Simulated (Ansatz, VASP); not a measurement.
## NaH in VASP and in Ansatz

File INCAR:

```
ALGO     = Normal         # electronic algorithm
EDIFF    = 1E-6           # SCF threshold, eV
ENCUT    = 520            # plane-wave cutoff, eV
GGA      = PE             # functional
ISIF     = 2              # what is computed and relaxed
ISMEAR   = 0              # smearing method
LASPH    = True           # aspherical terms in the spheres
LCHARG   = False          # write CHGCAR
LREAL    = False          # projectors in reciprocal space
LWAVE    = False          # write WAVECAR
NBANDS   = 11             # bands
NELM     = 100            # most SCF steps
PREC     = Accurate       # precision mode
SIGMA    = 0.02           # smearing width, eV
```

The input KPOINTS:

```
k-points
0
Gamma
  8 8 8
```

The input POSCAR:

```
NaH
1.0
   -0.0034892000      2.3725096000      2.3158528000
    2.4538592000     -0.0794708000      2.3918344000
    2.4448068000      2.4394388000     -0.0704184000
Na H
1 1
Direct
    0.0773688525      0.0088811475     -0.0620081967
    0.4226311475      0.4911188525      0.5620081967
```

Input for Ansatz:

```yaml
crystal:
  lattice:
    - [-0.0034892, 2.3725096, 2.3158528]
    - [2.4538592, -0.0794708, 2.3918344]
    - [2.4448068, 2.4394388, -0.0704184]
  atoms:
    - { symbol: Na, position: [0.0773688525, 0.0088811475, -0.0620081967] }
    - { symbol: H, position: [0.4226311475, 0.4911188525, 0.5620081967] }
basis:
  ecutwfc: 420
kpoints:
  mp_grid: { grid: [8, 8, 8] }
hamiltonian:
  xc: pbe
scf:
  occupations: { method: gaussian, width: 0.02 }
output:
  forces: true
  stress: true
  eigenvalues: true
```

Change from the starting cell: all atoms moved at random, cell strained at random.

Alike in both runs: task single point; functional PBE; k mesh 8 × 8 × 8; occupations gaussian, width 0.02 eV; no spin polarisation.

|  | VASP | Ansatz |
| --- | --- | --- |
| version | VASP 6.6.1 | Ansatz 0.2.0 |
| potentials or method | VASP PAW PBE potentials, release 64 (Na_pv, H) | scalar-relativistic, plane waves, PAW |
| plane-wave cutoff (eV) | 520 | 420 |
| valence electrons in the cell | 8 | 10 |

Ansatz gave:

```
gap on the k mesh at the Fermi level (eV)       : 3.51
least direct gap on the mesh (eV)               : 4.48
pressure (GPa)                                  : 1.7
largest component of the traceless stress (GPa) : 3.66
rms of the force components (eV/Å)              : 0.351
```

Task: What did VASP give for the same quantities?

Result: gap on the k mesh at the Fermi level (eV): 3.51; least direct gap on the mesh (eV): 4.48; pressure (GPa): 1.7; largest component of the traceless stress (GPa): 3.70; rms of the force components (eV/Å): 0.355.

Atom by atom the forces differ by 0.004 eV/Å (rms over components). With one functional, cell and mesh, what is left measures potentials, basis and numerics. The two sets of potentials don't hold the same shells in valence.

A k mesh can miss the band edges.
